When the edge of a cubic crystal changes by a small fraction $x$, its volume changes by about $3x$ and its pressure by about $-3Bx$, where $B$ is the bulk modulus: a stretched crystal pulls back. A pressure $P$ computed at a fixed cell therefore says how far a method would move the edge if the cell were free:

$$x \approx \frac{P}{3B}.$$

Molybdenum is stiff, with $B$ roughly 260 GPa (a rough, recalled value), so 0.1 % of the edge answers to about 0.8 GPa. A negative pressure means that the method wants a smaller crystal.

Static pressure of body-centred cubic molybdenum (Im-3m, one-atom cell, 15.89 Å³/atom) at the given, unrelaxed cell, from SNAP force fields in LAMMPS and density functionals in GPAW, ABINIT and Ansatz. Pressure is positive in compression; the Ansatz values leave out the Pulay correction of the stress.

| method | rung | program | potentials | basis | spin orbit | k mesh | smearing | pressure (GPa) |
| --- | --- | --- | --- | --- | --- | --- | --- | --- |
| SNAP | force field | LAMMPS | Mo_Chen_PRM2017.snap | default | no | none 1-atom cell | none | -1.820 |
| quadratic SNAP | force field | LAMMPS | Mo_Zuo_JPCA2020.quadratic.snap | default | no | none 1-atom cell | none | 0.610 |
| LDA | LDA | GPAW | GPAW PAW data sets (gpaw data 1.2.1) | 600 eV | no | 12x12x12 1-atom cell | gaussian 0.02eV | -15.090 |
| PBE | GGA | Ansatz | Ansatz PAW | 420 eV | no | 12x12x12 1-atom cell | gaussian 0.022eV | -1.970 |
| PBEsol | GGA | ABINIT | JTH PAW PBE v2.0 | 408 eV | no | 5x5x5 1-atom cell | Fermi Dirac 0.05eV | -11.070 |
| r2SCAN | meta-GGA | ABINIT | JTH PAW PBE v2.0 | 490 eV | no | 5x5x5 1-atom cell | Fermi Dirac 0.05eV | -5.640 |
| HSE06 | hybrid | Ansatz | Ansatz PAW | 420 eV | yes | 5x5x5 1-atom cell | Fermi Dirac 0.05eV | -10.560 |
| PBE0 | hybrid | Ansatz | Ansatz PAW | 420 eV | no | 6x6x6 1-atom cell | Fermi Dirac 0.05eV | -9.570 |
| PBEsol0 | hybrid | Ansatz | Ansatz PAW | 420 eV | no | 6x6x6 1-atom cell | Fermi Dirac 0.05eV | -14.960 |
| r2SCAN0 | hybrid | Ansatz | Ansatz PAW | 500 eV | no | 6x6x6 1-atom cell | Fermi Dirac 0.05eV | -10.750 |
| r2SCANh | hybrid | Ansatz | Ansatz PAW | 500 eV | no | 6x6x6 1-atom cell | Fermi Dirac 0.05eV | -7.300 |

**What the right answer would be**

A pressure near zero is not the mark of a good method here, because the cell is larger than the real crystal. Its edge exceeds the measured one by about 0.6 % (again rough and recalled), which alone calls for a pressure near −5 GPa. Atomic vibrations push the real crystal outward by about 1 GPa more, and these static calculations leave that push out. A correct static method should therefore give about −6 GPa, with an uncertainty of 1 to 2 GPa.

Against this target LDA makes the crystal too small, by a little over 1 % of the edge, while PBE makes it too large by about half a percent. PBEsol errs on the small side by an amount similar to that of PBE on the large side; the target is too uncertain to say which is worse. r2SCAN and its hybrid with little exact exchange, r2SCANh, come closest, and the target is too uncertain to rank these two. In terms of density, the PBE error means a metal about 1.5 % too light, and the LDA error one about 3.5 % too heavy.

**Why the density functionals differ**

LDA treats each point of the crystal as if it lay in a uniform electron gas of the same density. In a real metal the density is high near the atoms and thin between them. Gradient-corrected exchange lowers the energy where the density changes quickly over the short distance that the density itself sets. When the crystal expands, the region between the atoms thins out and this relative change grows, so the correction rewards expansion.

This standard argument gives the order of the first three functionals. LDA has no such reward and pulls the crystal together most strongly. PBE has a strong one, and its pressure lies 13 GPa higher. PBEsol was built with a weaker gradient correction to exchange, suited to the slowly varying densities of solids, and it falls between them.

r2SCAN also uses the kinetic energy density of the electrons, which tells it whether a region resembles a metal, a covalent bond or a weak contact between closed shells. It can thus choose the strength of its correction region by region, where a GGA must settle on one compromise. In molybdenum it lands between PBEsol and PBE, close to the target. That this flexibility is the cause of the good result is plausible, but this one crystal does not test it.

**What exact exchange adds**

A hybrid replaces a fraction of the functional's own exchange by exact exchange. The orbitals already minimise the energy, so their response to a small replacement changes the energy only at second order. To first order, energy and pressure therefore move in a straight line with the fraction. The slope is set by the difference between two pressures, that of exact exchange and that of the exchange it replaces, and so it depends on the parent functional.

The r2SCAN family allows a worked estimate. Between r2SCANh, with 10 % exact exchange, and r2SCAN0, with 25 %, the pressure falls from −7.30 to −10.75 GPa at equal settings, or by 2.30 GPa for every 10 %. Going back from r2SCANh to no exact exchange then predicts $-7.30 + 2.30 = -5.00$ GPa for plain r2SCAN.

The r2SCAN row, which played no part in this estimate, gives −5.64 GPa. The miss of 0.64 GPa is worth only about 0.08 % of the edge, but it is more than a quarter of the 2.30 GPa step that the estimate adds, so the straight line is confirmed only roughly. It contains the true curvature of the line and also the change of program, atomic data sets and mesh between r2SCAN and its hybrids. To first order the straight line follows from how a hybrid is built, so the rough agreement is a check on consistency and not on the quality of the functional.

The same reasoning explains why the choice of parent survives in the hybrid. PBE and PBEsol differ by 9.1 GPa. If they differed only in exchange, three quarters of that gap, or 6.8 GPa, should remain between PBE0 and PBEsol0. The computed gap is 5.4 GPa, so most of the disagreement is indeed carried over. The shortfall has the sign expected from the different correlation parts of the two functionals, but the runs also differ in mesh and program, and the numbers cannot separate these causes.

Every hybrid in the table has a lower pressure than the functional from which it is made. This helps only where the parent leaves the crystal too large. PBE starts about 4 GPa above the target, and PBE0 ends almost as far below it. PBEsol is already too low, and its hybrid PBEsol0 is as poor as LDA.

Exact exchange does not by itself bring a low pressure. Two additional runs on the same cell, made with Ansatz, show this: B3LYP gives a pressure near zero, and pure Hartree–Fock about +4 GPa. Neither run tests the downward step itself, since the correlation differs too and the parent of B3LYP was not run. Hartree–Fock has no correlation energy, which grows in strength as the electrons are packed more densely and so helps to hold a metal together. B3LYP contains a correlation functional that fails for the uniform electron gas, a poor starting point for a metal. What counts is the whole combination of exchange and correlation, and a single ingredient does not decide the result.

**How far the settings limit the choice**

The differences between functionals are mostly several GPa, well above the 0.64 GPa miss of the worked estimate. That miss is only one sample of what a change of settings can do. A metal is sensitive to the k mesh because bands cross the Fermi level, and the hybrids, PBEsol and r2SCAN were run on coarse meshes. The error that this brings to the pressure was not tested. It may be largest for full-range exact exchange, which has a known fault in metals: it thins out the levels near the Fermi level. In the Hartree–Fock run no level on the mesh lies within 1 eV of the Fermi level, although molybdenum is a metal; the coarse mesh, which samples few levels there, probably shares in this. PBEsol and r2SCAN also use atomic data sets made for PBE, with an effect that is equally untested. Differences of about 1 GPa, and perhaps somewhat larger ones, should therefore not be read as physics. The gap between PBE0 and HSE06 is of this size, and these two runs differ in mesh and spin-orbit coupling as well as in the range of the exact exchange.

**What to use, and at what cost**

If the edge is needed to 1 %, LDA and PBEsol0 are the two rows that fall outside, judged by the rough target. For half a percent, r2SCAN and r2SCANh are the rows well inside the limit, provided that a finer mesh confirms them, while PBE and PBE0 sit at the border. For 0.1 % no row can be recommended as it stands. At that level the mesh must be converged and the vibrations computed, since each can matter as much as the accuracy sought.

The cost rises steeply at the hybrids. A GGA treats each k point almost independently, so its work grows in proportion to their number. A meta-GGA scales in the same way, with somewhat more work per step. Exact exchange couples every k point to every other: going from a 6×6×6 to a 12×12×12 mesh gives 8 times as many points and 64 times as many pairs, before symmetry is used. The level that costs most is thus also the one for which the fine mesh of a metal is hardest to afford.

The force fields are far cheaper than any of these, because they contain no electrons, and they suit large cells and long simulations. Both SNAP models were trained on PBE data, so they aim at the PBE result, oversized crystal included. SNAP meets it closely here, whereas quadratic SNAP lies 2.6 GPa above PBE, about 0.3 % of the edge, most likely through the error of its own fit. How closely such a model meets PBE is a test of its training and gives no independent support to PBE.

For the lattice constant of molybdenum, r2SCAN is therefore the first candidate, but one run on a coarse mesh cannot settle the choice, and a converged mesh has to confirm it. These results give no reason to pay for a hybrid. PBE remains useful where results must match existing PBE data or a potential trained on them, provided the slightly large cell is accepted. The printed analysis below lists the edge change for each row and the two tests of the hybrids, which use straight-line estimates in the exact-exchange fraction.

Output of the analysis:

```
Pressure and what it means for the cell edge:
             row  pressure GPa  edge change %  pressure less rough target GPa
            SNAP         -1.82        -0.2333                           4.111
  quadratic SNAP          0.61        0.07821                           6.541
             LDA        -15.09         -1.935                          -9.159
             PBE         -1.97        -0.2526                           3.961
          PBEsol        -11.07         -1.419                          -5.139
          r2SCAN         -5.64        -0.7231                          0.2912
           HSE06        -10.56         -1.354                          -4.629
            PBE0         -9.57         -1.227                          -3.639
         PBEsol0        -14.96         -1.918                          -9.029
         r2SCAN0        -10.75         -1.378                          -4.819
         r2SCANh          -7.3        -0.9359                          -1.369
edge of the given cubic cell in angstrom: 3.168
pressure that answers to 0.1 % of the edge in GPa: 0.78
rough vibrational pressure at room temperature in GPa: 1.251
rough static pressure a correct method should give in GPa: -5.931
step from LDA to PBE in GPa: 13.12
PBE less PBEsol in GPa: 9.1
spread among the five hybrids in GPa: 7.66
step from PBE to PBE0 with mixed settings in GPa: -7.6
step from PBEsol to PBEsol0 with mixed settings in GPa: -3.89
step from r2SCANh to r2SCAN0 at equal settings in GPa: -3.45
change per 10 % of exact exchange in the r2SCAN family in GPa: -2.3
r2SCAN pressure predicted from its two hybrids in GPa: -5
prediction less computed r2SCAN pressure in GPa: 0.64
the same miss as a change of the edge in %: 0.08205
PBE0 less PBEsol0 in GPa: 5.39
three quarters of the PBE to PBEsol gap in GPa: 6.825
PBE0 less HSE06 with mixed settings in GPa: 0.99
SNAP less PBE in GPa: 0.15
quadratic SNAP less PBE in GPa: 2.58
B3LYP pressure less rough target in GPa: 5.986
Hartree-Fock pressure less rough target in GPa: 9.997
ratio of k-point pairs of a 12x12x12 to a 6x6x6 mesh before symmetry: 64
```
